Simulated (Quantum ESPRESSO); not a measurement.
Crystal: SrO.

```xyz
2
Lattice="0.0000 2.5663 2.5663 2.5663 0.0000 2.5663 2.5663 2.5663 0.0000" Properties=species:S:1:pos:R:3 pbc="T T T"
Sr    2.5663    2.5663    2.5663
O     0.0000    0.0000    0.0000
```

```yaml
Program: Quantum ESPRESSO 7.5
Task: phonons
Functional: PBE
Potentials_or_basis: SPMS 1.0 PBE
Cutoff: 1197 eV
Density_cutoff: 4789 eV
k_mesh: 4 × 4 × 4, shifted
Occupations: fermi-dirac, width 0.05 eV
Spin: no spin polarisation
Mixing_beta: 0.5
Most_SCF_iterations: 120
SCF_threshold: 4e-10 Ry
```

The first run showed a gap, so the response started from a second, tighter run with fixed occupations.

**Question.** How polar is the lattice: what are the Born charges, the two dielectric constants and the LO-TO splitting?

**Answer.** Born charges ±2.45 e; dielectric constants 3.76 (electrons alone) and 18.20 (static); transverse and longitudinal modes at 211 and 465 cm⁻¹.
